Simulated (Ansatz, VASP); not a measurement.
## AlN: VASP beside Ansatz

File INCAR:

```
SYSTEM = AlN
PREC = Accurate ; ENCUT = 600
EDIFF = 1E-7 ; ISMEAR = 0
SIGMA = 0.01 ; LREAL = .False.
LASPH = .True. ; NELM = 100
ALGO = Normal ; ISIF = 3
LWAVE = .False. ; LCHARG = .False.
GGA = PS ; IBRION = 2
NSW = 80 ; EDIFFG = -0.005
```

KPOINTS

```
Automatic mesh
0
Gamma
  9 9 6
  0 0 0
```

The input POSCAR:

```
AlN
1.0
    3.1130000000      0.0000000000      0.0000000000
   -1.5565000000      2.6959370820      0.0000000000
    0.0000000000      0.0000000000      4.9810000000
Al N
2 2
Direct
    0.3333333333      0.6666666667      0.0000000000
    0.6666666667      0.3333333333      0.5000000000
    0.3333333333      0.6666666667      0.3800000000
    0.6666666667      0.3333333333      0.8800000000
```

Input for Ansatz:

```yaml
crystal:
  lattice:
    - [3.113, 0.0, 0.0]
    - [-1.5565, 2.695937082, 0.0]
    - [0.0, 0.0, 4.981]
  atoms:
    - { symbol: Al, position: [0.3333333333, 0.6666666667, 0.0] }
    - { symbol: Al, position: [0.6666666667, 0.3333333333, 0.5] }
    - { symbol: "N", position: [0.3333333333, 0.6666666667, 0.38] }
    - { symbol: "N", position: [0.6666666667, 0.3333333333, 0.88] }
scf:
  occupations: { method: fixed }
output:
  forces: true
  stress: true
  eigenvalues: true
kpoints:
  mp_grid: { grid: [9, 9, 6] }
hamiltonian:
  xc: pbesol
relax:
  f_tol: 0.005
  cell: { stress_tol: 0.05 }
```

Alike in both runs: task relaxation of cell and atoms; functional PBEsol; k mesh 9 × 9 × 6; no spin polarisation.

```csv
,VASP,Ansatz
version,VASP 6.6.1,Ansatz 0.2.0
potentials or method,"VASP PAW PBE potentials, release 64 (Al, N)","scalar-relativistic, plane waves, PAW"
plane-wave cutoff (eV),600,420
occupations,"gaussian, width 0.01 eV",fixed
valence electrons in the cell,16,16
```

|  | VASP | Ansatz | Ansatz less VASP |
| --- | --- | --- | --- |
| gap on the k mesh at the Fermi level, each at its own relaxed structure (eV) | 4.12 | 4.09 | -0.023 |
| relaxed volume (Å³/atom) | 10.45 | 10.46 | +0.008 |
| relaxed cell length with the largest relative difference (Å) | 3.113 | 3.114 | +0.0008 |

Caveats: the PAW data sets were made with another functional, which shifts forces and pressure a little (VASP); an odd mesh through Γ misses points on the zone boundary, where band edges often lie.
